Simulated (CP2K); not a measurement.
TaN:

```
Ta N
1.0
     2.93800    0.00000    0.00000
    -1.46900    2.54438    0.00000
     0.00000    0.00000    2.88300
Ta N
1 1
Direct
  0.00000 0.00000 0.50000
  0.66667 0.33333 0.00000
```

Base run:

* Program: CP2K 2026.2
* Functional: TASK
* Potentials or basis: POTENTIAL_UZH Ta GTH-SCAN-q13, N GTH-SCAN-q5; TZVP-MOLOPT-SCAN-GTH basis
* Density cutoff: 9184 eV
* k mesh: 10 × 10 × 9
* Occupations: fermi-dirac, width 0.0259 eV
* Spin: no spin polarisation

Its results: band gap on the k mesh none (metal or under the smearing width); pressure 1.1 GPa.

Question: The run is repeated on the same cell with these changes: functional from TASK to SCAN; ngrids from 4 to 5. What comes out?

Answer: Band gap on the k mesh none (metal or under the smearing width); pressure -6.2 GPa.

Caveats: spin-orbit coupling is left out, which moves the levels of the heavy elements; the basis of atomic orbitals isn't converged, which shifts pressures, moduli and gaps; the potentials were made for another functional, which shifts forces and pressure (some runs).
